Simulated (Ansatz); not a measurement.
# Ta2C: the cost of one run

Method: DFT PBEsol, scalar-relativistic, plane waves, PAW, in Ansatz 0.2.0.

1 further run of the same task is left out (set aside as unsound or not needed).

## Step 1: Starting point

The structure is trigonal, space group P-3m1 (No. 164). Conventional cell: a = 3.095 Å, b = 3.095 Å, c = 4.921 Å, α = 90.00°, β = 90.00°, γ = 120.00°. Around Ta (site symmetry 3m) lie 3 C at 2.18 Å. Around C (site symmetry -3m) lie 6 Ta at 2.18 Å.

Coordinates:

```
CELL_PARAMETERS angstrom
3.09530 0.00000 0.00000
-1.54765 2.68061 0.00000
0.00000 0.00000 4.92108
ATOMIC_POSITIONS crystal
Ta 0.33333 0.66667 0.25288
Ta 0.66667 0.33333 0.74712
C 0.00000 0.00000 0.00000
```

It is the result of an earlier relaxation at this level (volume 13.61 Å³/atom; gap on the mesh: none (metal)).

## Step 2: Electronic structure at the relaxed geometry

Contents of input.yaml:

```yaml
crystal:
  lattice:
    - [3.0953006992, 0.0, 0.0]
    - [-1.5476503496, 2.6806090379, 0.0]
    - [0.0, 0.0, 4.9210802913]
  atoms:
    - { symbol: Ta, position: [0.3333333333, 0.6666666667, 0.2528761937] }
    - { symbol: Ta, position: [0.6666666667, 0.3333333333, 0.7471238063] }
    - { symbol: C, position: [0.0, 0.0, 0.0] }
basis:
  ecutwfc: 420
kpoints:
  mp_grid: { grid: [18, 18, 8] }
  band_path:
    path:
      - [[0.0, 0.0, 0.0], [0.5, 0.0, 0.0], [0.33333333, 0.33333333, 0.0], [0.0, 0.0, 0.0], [0.0, 0.0, 0.5], [0.5, 0.0, 0.5], [0.33333333, 0.33333333, 0.5], [0.0, 0.0, 0.5]]
      - [[0.5, 0.0, 0.5], [0.5, 0.0, 0.0]]
      - [[0.33333333, 0.33333333, 0.5], [0.33333333, 0.33333333, 0.0]]
    npoints: 14
hamiltonian:
  xc: pbesol
scf:
  occupations: { method: gaussian, width: 0.1 }
  n_extra_bands: 7
output:
  forces: true
  stress: true
  eigenvalues: true
  populations: true
  dos: { projected: true, de: 0.02, nscf_kmesh: { grid: [27, 27, 12] } }
  bader: true
  write_density: true
  write_potential: true
  elf: true
  volumetric_format: npy
```

On the command line:

```sh
$ ansatz run input.yaml --threads 1 --pin off --max-ram 2560MiB --backend cpu --events-out ev --progress --plain --runs-dir out
```

Q: Estimate wall time and peak memory on 1 thread of Intel Xeon Platinum 8259CL at 2.50GHz (Skylake/Cascade Lake), shared host.

About 81 s, with a peak of 0.7 GiB.
